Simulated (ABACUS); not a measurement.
# V (Im-3m) in ABACUS: notebook

The runs below take V through single point, relaxation of cell and atoms, with M06-L, PBEsol, revPBE.

Program: ABACUS 3.10.1. These are calculated values, not measurements. Logs are shortened: lines on timing, memory, paths and dates and some standing lists are left out, and cuts for length are marked.

**1. Starting point**

The structure is cubic, space group Im-3m (No. 229). The conventional cell has a = 3.029 Å, b = 3.029 Å, c = 3.029 Å, α = 90.00°, β = 90.00°, γ = 90.00°. V (site symmetry m-3m) has 8 V at 2.62 Å as nearest neighbours.

**2. Single point, M06-L, collinear spin, ferromagnetic start**

The input, run_abacus.py:

```python
"""ABACUS run from a structure file: ASE reads it, the script writes STRU, KPT and INPUT."""
import re
import subprocess
from ase.io import read
from ase.units import Bohr

atoms = read("V.cif")
atoms = atoms[(-atoms.numbers).argsort(kind="stable")]  # ABACUS lists atoms element by element
pseudo = {'V': 'V_ONCV_PBE-1.2.upf'}
orbital = {}
magmoms = [2.0]
kmesh = [8, 8, 8]
params = {
    'suffix': 'V',
    'calculation': 'scf',
    'basis_type': 'pw',
    'pseudo_dir': './',
    'symmetry': 1,
    'dft_functional': 'MGGA_X_M06_L+MGGA_C_M06_L',
    'ecutwfc': 97,
    'pseudo_rcut': 7,
    'nspin': 2,
    'nbands': 18,
    'ks_solver': 'dav',
    'smearing_method': 'fd',
    'smearing_sigma': 0.00367493,
    'scf_thr': 1e-08,
    'scf_nmax': 100,
    'mixing_type': 'broyden',
    'mixing_beta': 0.4,
    'cal_force': 1,
    'cal_stress': 1,
    'mixing_tau': 1,
    'out_chg': 1,
    'kpar': 4,
}

symbols = atoms.get_chemical_symbols()
elements = list(dict.fromkeys(symbols))
lines = ["ATOMIC_SPECIES"] + [f"{e} {atoms.get_masses()[symbols.index(e)]:.4f} {pseudo[e]}" for e in elements]
if orbital:
    lines += ["", "NUMERICAL_ORBITAL"] + [orbital[e] for e in elements]
lines += ["", "LATTICE_CONSTANT", f"{1 / Bohr:.10f}", "", "LATTICE_VECTORS"]
lines += [" ".join(f"{x:.10f}" for x in v) for v in atoms.cell]
lines += ["", "ATOMIC_POSITIONS", "Direct"]
for e in elements:
    lines += ["", e, "0.0", str(symbols.count(e))]
    for i, p in enumerate(atoms.get_scaled_positions(wrap=False)):
        if symbols[i] == e:
            mag = "" if magmoms is None else " mag " + " ".join(str(x) for x in (magmoms[i] if isinstance(magmoms[i], list) else [magmoms[i]]))
            lines.append(" ".join(f"{x:.10f}" for x in p) + " 1 1 1" + mag)
open("STRU", "w").write("\n".join(lines) + "\n")
open("KPT", "w").write("K_POINTS\n0\nGamma\n%d %d %d 0 0 0\n" % tuple(kmesh))
open("INPUT", "w").write("INPUT_PARAMETERS\n" + "".join(f"{k:<20s}{v}\n" for k, v in params.items()))

done = subprocess.run(['mpirun', '-np', '4', 'abacus'])
if done.returncode:
    raise SystemExit(done.returncode)
log = open("OUT.V/running_scf.log").read()
print("final energy (eV):", re.findall(r"FINAL_ETOT_IS (\S+)", log))
```

The input, V.cif:

```cif
data_V
_cell_length_a 2.62293114
_cell_length_b 2.62293114
_cell_length_c 2.62293114
_cell_angle_alpha 109.47122063
_cell_angle_beta 109.47122063
_cell_angle_gamma 109.47122063
_space_group_name_H-M_alt 'P1'
_space_group_name_Hall 'P 1'
_space_group_IT_number 1
loop_
_space_group_symop_operation_xyz
'x,y,z'
loop_
_atom_site_label
_atom_site_type_symbol
_atom_site_symmetry_multiplicity
_atom_site_Wyckoff_symbol
_atom_site_fract_x
_atom_site_fract_y
_atom_site_fract_z
_atom_site_occupancy
V1 V 1 a 0.0000000000 0.0000000000 0.0000000000 1
```

Potentials or basis: SG15 ONCV 1.2 PBE, plane waves.

On the command line:

```bash
$ OMP_NUM_THREADS=1 python run_abacus.py > log
```

running log:

```text
ABACUS v3.10.1

               Atomic-orbital Based Ab-initio Computation at UStc

 ------------------------------------------------------------------------------------

 READING GENERAL INFORMATION
                           global_out_dir = OUT.V/
                           global_in_card = INPUT
                               pseudo_dir = ./
                              orbital_dir =
                                    DSIZE = 4
                                    GSIZE = 1

 READING UNITCELL INFORMATION
                                    ntype = 1
                  lattice constant (Bohr) = 1.88973
              lattice constant (Angstrom) = 1

 READING ATOM TYPE 1
                               atom label = V
                      L=0, number of zeta = 1
                      L=1, number of zeta = 1
                      L=2, number of zeta = 1
             number of atom for this type = 1
               magnetization of element 1 = 2

                        TOTAL ATOM NUMBER = 1
DIRECT COORDINATES
    atom                   x                   y                   z     mag                  vx                  vy                  vz
taud_V1            0.0000000000        0.0000000000        0.0000000000  2.0000        0.0000000000        0.0000000000        0.0000000000

                          Volume (Bohr^3) = 93.7423
                             Volume (A^3) = 13.8912

 Lattice vectors: (Cartesian coordinate: in unit of a_0)
             +2.62293                  +0                  +0
             -0.87431            +2.47292                  +0
             -0.87431            -1.23646            +2.14161
 Reciprocal vectors: (Cartesian coordinate: in unit of 2 pi/a_0)
            +0.381253           +0.134793           +0.233469
                   -0            +0.40438           +0.233469
                   +0                  -0           +0.466937
 The esolver type has been set to : ksdft_pw

                PAO radial cut off (Bohr) = 7

 Read in pseudopotential file is V_ONCV_PBE-1.2.upf
                     pseudopotential type = NC
          exchange-correlation functional = PBE
                 nonlocal core correction = 0
                        valence electrons = 13
                                     lmax = 2
                           number of zeta = 0
                     number of projectors = 6
                           L of projector = 0
                           L of projector = 0
                           L of projector = 1
                           L of projector = 1
                           L of projector = 2
                           L of projector = 2
 XC functional updated to : MGGA_X_M06_L+MGGA_C_M06_L
          exchange-correlation functional = MGGA_X_M06_L+MGGA_C_M06_L
     initial pseudo atomic orbital number = 0
 The readin total magnetization is 2

[... 95 lines left out ...]
       4 -0.37500000  0.37500000  0.00000000  0.0234       3
       5  0.50000000  0.50000000  0.00000000  0.0117       4
       6 -0.25000000  0.12500000  0.12500000  0.0469       9
[... 21 lines left out ...]
      28  0.50000000  0.50000000  0.37500000  0.0234     228
      29  0.50000000  0.50000000  0.50000000  0.0020     292

                               nkstot now = 29
[... K-POINTS DIRECT COORDINATES: 29 rows ...]

           k-point number in this process = 8
       minimum distributed K point number = 7
[... stars of the k points ...]
                             nks(nspin=2) = 16
                          nkstot(nspin=2) = 58

[... K-POINTS CARTESIAN COORDINATES: 16 rows ...]

[... K-POINTS DIRECT COORDINATES: 16 rows ...]

 SETUP PLANE WAVES FOR WAVE FUNCTIONS
     energy cutoff for wavefunc (unit:Ry) = 97
              fft grid for wave functions = [ 32, 32, 32 ]
                    number of plane waves = 2171
                         number of sticks = 229

 PARALLEL PW FOR WAVE FUNCTIONS
     PROC   COLUMNS(POT)             PW
        1            229           2171
 --------------- sum -------------------
        1            229           2171

 SETUP NONLOCAL PSEUDOPOTENTIALS IN PLANE WAVE BASIS
 V non-local projectors:
 projector 1 L=0
 projector 2 L=0
 projector 3 L=1
 projector 4 L=1
 projector 5 L=2
 projector 6 L=2
      TOTAL NUMBER OF NONLOCAL PROJECTORS = 18

 Init Non-Local PseudoPotential table :
 Init Non-Local-Pseudopotential done.

                                     npwx = 1520

 -------------------------------------------
 SELF-CONSISTENT
 -------------------------------------------
                                 init_chg = atomic

 PW ALGORITHM --------------- ION=   1  ELEC=   1--------------------------------
          total magnetism (Bohr mag/cell) = 1.02026
       absolute magnetism (Bohr mag/cell) = 1.02026
                        nelec for spin up = 7.01013
                      nelec for spin down = 5.98987
[... 401 lines left out ...]
 Density error is 6.84430458596e-09
                          Error Threshold = 1.26189023136e-10
----------------------------------------------------------
     Energy           Rydberg                 eV
----------------------------------------------------------
 E_KohnSham     -142.3319786395      -1936.5259171117
 E_KS(sigma->0) -142.3314112130      -1936.5181968773
 E_Harris       -142.3318429681      -1936.5240712074
 E_band         -12.1068208295       -164.7217479457
 E_one_elec     -46.6243812081       -634.3572501547
 E_Hartree      28.8023701283        391.8763496501
 E_xc           -17.0501542118       -231.9792490592
 E_Ewald        -107.4586784948      -1462.0503270791
 E_entropy(-TS) -0.0011348531        -0.0154404688
 E_descf        0.0000000000         0.0000000000
 E_exx          0.0000000000         0.0000000000
 E_Fermi        1.1956379011         16.2674881996
----------------------------------------------------------

 charge density convergence is achieved
 final etot is -1936.5259171 eV
 EFERMI = 16.2674882 eV

 STATE ENERGY(eV) AND OCCUPATIONS    NSPIN == 2
SPIN UP :
 1/8 kpoint (Cartesian) = 0.0000 0.0000 0.0000 (1505 pws)
       1       -50.4081     0.00195312
       2       -22.5639     0.00195312
       3       -22.5639     0.00195312
       4       -22.5639     0.00195312
       5        9.58742     0.00195312
       6        16.7589    1.05304e-07
[... 98 lines left out ...]
       5        11.2614      0.0468750
       6        16.1922      0.0383583
[... 10 lines left out ...]
      17        47.1555        0.00000
      18        48.0162        0.00000

[... levels at 10 further k points ...]

------------------------------------------------------------------------------------------
 TOTAL-FORCE (eV/Angstrom)
------------------------------------------------------------------------------------------
                        V1         0.0000000000         0.0000000000         0.0000000000
------------------------------------------------------------------------------------------

----------------------------------------------------------------
 TOTAL-STRESS (KBAR)
----------------------------------------------------------------
       -76.8119817860         0.0000000062         0.0000000108
         0.0000000062       -76.8119817823         0.0000000161
         0.0000000108         0.0000000161       -76.8119817659
----------------------------------------------------------------
 TOTAL-PRESSURE: -76.811982 KBAR

 --------------------------------------------
 !FINAL_ETOT_IS -1936.5259171116726975 eV
 --------------------------------------------
```

Run time: 64 s. Hardware: 4 MPI ranks of Intel Xeon Platinum 8259CL at 2.50GHz (Skylake/Cascade Lake), shared host; peak memory 0.36 GiB.

Results:

```yaml
Free_energy: -1936.5259 eV
Pressure: -7.7 GPa
Band_gap_on_the_k_mesh: none (metal or under the smearing width)
Net_moment: -0.01 μB per cell
Absolute_moment: 0.01 μB per cell
```

Caveat: the k mesh is coarse (spacing up to 0.37 Å⁻¹), so the values aren't converged; the potentials were made for another functional, which shifts forces and pressure.

**3. Relaxation of cell and atoms, M06-L, collinear spin, ferromagnetic start**

The input, run_abacus.py:

```python
"""Relaxation by an ASE optimiser with ABACUS as a small file-based calculator."""
import re
import subprocess
import numpy as np
from ase.calculators.calculator import Calculator, all_changes
from ase.filters import FrechetCellFilter
from ase.io import read
from ase.optimize import LBFGS
from ase.stress import full_3x3_to_voigt_6_stress
from ase.units import Bohr, GPa

atoms = read("V.xyz")
atoms = atoms[(-atoms.numbers).argsort(kind="stable")]  # ABACUS lists atoms element by element
pseudo = {'V': 'V_ONCV_PBE-1.2.upf'}
orbital = {}
magmoms = [2.0]
kmesh = [8, 8, 8]
params = {
    'suffix': 'V',
    'calculation': 'scf',
    'basis_type': 'pw',
    'pseudo_dir': './',
    'symmetry': 1,
    'dft_functional': 'MGGA_X_M06_L+MGGA_C_M06_L',
    'ecutwfc': 97,
    'pseudo_rcut': 7,
    'nspin': 2,
    'nbands': 12,
    'ks_solver': 'dav',
    'smearing_method': 'fd',
    'smearing_sigma': 0.00367493,
    'scf_thr': 1e-08,
    'scf_nmax': 100,
    'mixing_type': 'broyden',
    'mixing_beta': 0.4,
    'cal_force': 1,
    'cal_stress': 1,
    'mixing_tau': 1,
    'kpar': 4,
}

def write_input(atoms):
    symbols = atoms.get_chemical_symbols()
    elements = list(dict.fromkeys(symbols))
    lines = ["ATOMIC_SPECIES"] + [f"{e} {atoms.get_masses()[symbols.index(e)]:.4f} {pseudo[e]}" for e in elements]
    if orbital:
        lines += ["", "NUMERICAL_ORBITAL"] + [orbital[e] for e in elements]
    lines += ["", "LATTICE_CONSTANT", f"{1 / Bohr:.10f}", "", "LATTICE_VECTORS"]
    lines += [" ".join(f"{x:.10f}" for x in v) for v in atoms.cell]
    lines += ["", "ATOMIC_POSITIONS", "Direct"]
    for e in elements:
        lines += ["", e, "0.0", str(symbols.count(e))]
        for i, p in enumerate(atoms.get_scaled_positions(wrap=False)):
            if symbols[i] == e:
                mag = "" if magmoms is None else " mag " + " ".join(str(x) for x in (magmoms[i] if isinstance(magmoms[i], list) else [magmoms[i]]))
                lines.append(" ".join(f"{x:.10f}" for x in p) + " 1 1 1" + mag)
    open("STRU", "w").write("\n".join(lines) + "\n")
    open("KPT", "w").write("K_POINTS\n0\nGamma\n%d %d %d 0 0 0\n" % tuple(kmesh))
    open("INPUT", "w").write("INPUT_PARAMETERS\n" + "".join(f"{k:<20s}{v}\n" for k, v in params.items()))

class Abacus(Calculator):
    implemented_properties = ["energy", "free_energy", "forces", "stress"]

    def calculate(self, atoms=None, properties=("energy",), system_changes=all_changes):
        super().calculate(atoms, properties, system_changes)
        write_input(self.atoms)
        subprocess.run(['mpirun', '-np', '4', 'abacus'], check=True)
        log = open("OUT.V/running_scf.log").read()
        if "charge density convergence is achieved" not in log:
            raise RuntimeError("SCF not converged")
        rows = lambda title, n: np.array([l.split()[-3:] for l in log.split(title)[-1].split("\n")[2:2 + n]], float)
        energy = float(re.findall(r"FINAL_ETOT_IS (\S+)", log)[-1])
        stress = -rows("TOTAL-STRESS", 3) / 10 * GPa  # ABACUS prints kbar, compression positive
        self.results = dict(energy=energy, free_energy=energy, forces=rows("TOTAL-FORCE", len(self.atoms)), stress=full_3x3_to_voigt_6_stress(stress))

atoms.calc = Abacus()
opt = LBFGS(FrechetCellFilter(atoms), logfile="opt.log", trajectory="relax.traj")
print("optimiser converged:", opt.run(fmax=0.01, steps=60))
```

The input, V.xyz:

```xyz
1
Lattice="-1.5143500000 1.5143500000 1.5143500000 1.5143500000 -1.5143500000 1.5143500000 1.5143500000 1.5143500000 -1.5143500000" Properties=species:S:1:pos:R:3 pbc="T T T"
V      0.0000000000      0.0000000000      0.0000000000
```

Potentials or basis: SG15 ONCV 1.2 PBE, plane waves.

On the command line:

```bash
$ OMP_NUM_THREADS=1 python run_abacus.py > log
```

running log:

```text
ABACUS v3.10.1

               Atomic-orbital Based Ab-initio Computation at UStc

 ------------------------------------------------------------------------------------

 READING GENERAL INFORMATION
                           global_out_dir = OUT.V/
                           global_in_card = INPUT
                               pseudo_dir = ./
                              orbital_dir =
                                    DSIZE = 4
                                    GSIZE = 1

 READING UNITCELL INFORMATION
                                    ntype = 1
                  lattice constant (Bohr) = 1.88973
              lattice constant (Angstrom) = 1

 READING ATOM TYPE 1
                               atom label = V
[... 602 lines left out ...]
       1       -49.4420      0.0468750
       2       -21.9555      0.0468750
       3       -21.6987      0.0468750
       4       -21.6407      0.0468750
       5        12.0464      0.0468750
       6        16.9912      0.0418437
       7        17.0168      0.0390352
       8        18.9873    1.78836e-18
       9        19.0827    2.65422e-19
      10        19.7756    2.54341e-25
      11        34.8810        0.00000
      12        35.8712        0.00000

[... levels at 10 further k points ...]

------------------------------------------------------------------------------------------
 TOTAL-FORCE (eV/Angstrom)
------------------------------------------------------------------------------------------
                        V1         0.0000000000         0.0000000000         0.0000000000
------------------------------------------------------------------------------------------

----------------------------------------------------------------
 TOTAL-STRESS (KBAR)
----------------------------------------------------------------
         0.8800379456        -0.0000000000        -0.0000000000
         0.0000000000         0.8800379456        -0.0000000000
         0.0000000000         0.0000000000         0.8800379456
----------------------------------------------------------------
 TOTAL-PRESSURE: 0.880038 KBAR

 --------------------------------------------
 !FINAL_ETOT_IS -1936.5379662102989187 eV
 --------------------------------------------
```

INPUT:

```text
INPUT_PARAMETERS
suffix              V
calculation         scf
basis_type          pw
pseudo_dir          ./
symmetry            1
dft_functional      MGGA_X_M06_L+MGGA_C_M06_L
ecutwfc             97
pseudo_rcut         7
nspin               2
nbands              12
ks_solver           dav
smearing_method     fd
smearing_sigma      0.00367493
scf_thr             1e-08
scf_nmax            100
mixing_type         broyden
mixing_beta         0.4
cal_force           1
cal_stress          1
mixing_tau          1
kpar                4
```

STRU:

```text
ATOMIC_SPECIES
V 50.9415 V_ONCV_PBE-1.2.upf

LATTICE_CONSTANT
1.8897261258

LATTICE_VECTORS
-1.4926631190 1.4926631190 1.4926631190
1.4926631190 -1.4926631190 1.4926631190
1.4926631190 1.4926631190 -1.4926631190

ATOMIC_POSITIONS
Direct

V
0.0
1
-0.0000000000 0.0000000000 0.0000000000 1 1 1 mag 2.0
```

It took 2 min on 4 MPI ranks of Intel Xeon Platinum 8259CL at 2.50GHz (Skylake/Cascade Lake), shared host; peak memory 0.36 GiB.

Results:

* Free energy: -1936.5380 eV
* Relaxed volume: 13.30 Å³/atom
* Relaxed cell: a = 2.585 Å, b = 2.585 Å, c = 2.585 Å, α = 109.47°, β = 109.47°, γ = 109.47°
* Space group after relaxing (to 0.05 Å): Im-3m (No. 229)
* Energy gained by relaxing: 12.0 meV/atom
* Ionic steps: 3
* Pressure after relaxing: 0.1 GPa
* Band gap on the k mesh: none (metal or under the smearing width)
* Net moment: 0.01 μB per cell
* Absolute moment: 0.01 μB per cell

The path:
| step | energy change (eV) | largest force (eV/Å) | pressure (GPa) | volume (Å³) |
| --- | --- | --- | --- | --- |
| 1 | 0.0000 | 0.0000 | -7.69 | 13.89 |
| 2 | -0.0112 | 0.0000 | -2.69 | 13.50 |
| 3 | -0.0120 | 0.0000 | 0.09 | 13.30 |

Final structure:
```yaml
crystal:
  lattice:
    - [-1.49266, 1.49266, 1.49266]
    - [1.49266, -1.49266, 1.49266]
    - [1.49266, 1.49266, -1.49266]
  atoms:
    - { symbol: V, position: [0.00000, 0.00000, 0.00000] }
```

Levels at points of the mesh, in eV from the Fermi level:
Spin up:
```csv
k point,band 2,band 3,band 4,band 5,band 6,band 7,band 8,band 9,band 10,band 11
"(0.00, 0.00, 0.00)",-38.71,-38.71,-38.71,-6.78,0.50,0.50,0.50,2.50,2.50,20.56
"(0.50, 0.50, 0.00)",-39.58,-38.98,-38.71,-3.30,-1.14,1.46,2.53,2.87,4.35,10.53
"(0.50, 0.50, 0.50)",-39.31,-39.31,-39.31,-3.16,-3.16,3.94,3.94,3.94,10.34,10.34
```
Spin down:
| k point | band 4 | band 5 | band 6 | band 7 | band 8 | band 9 |
| --- | --- | --- | --- | --- | --- | --- |
| (0.00, 0.00, 0.00) | -38.69 | -6.77 | 0.51 | 0.51 | 0.51 | 2.51 |
| (0.50, 0.50, 0.00) | -38.70 | -3.29 | -1.12 | 1.47 | 2.54 | 2.88 |
| (0.50, 0.50, 0.50) | -39.29 | -3.15 | -3.15 | 3.96 | 3.96 | 3.96 |

Caveat: the k mesh is coarse (spacing up to 0.37 Å⁻¹), so the values aren't converged; the potentials were made for another functional, which shifts forces and pressure.

(Continued in part 2 of 2.)
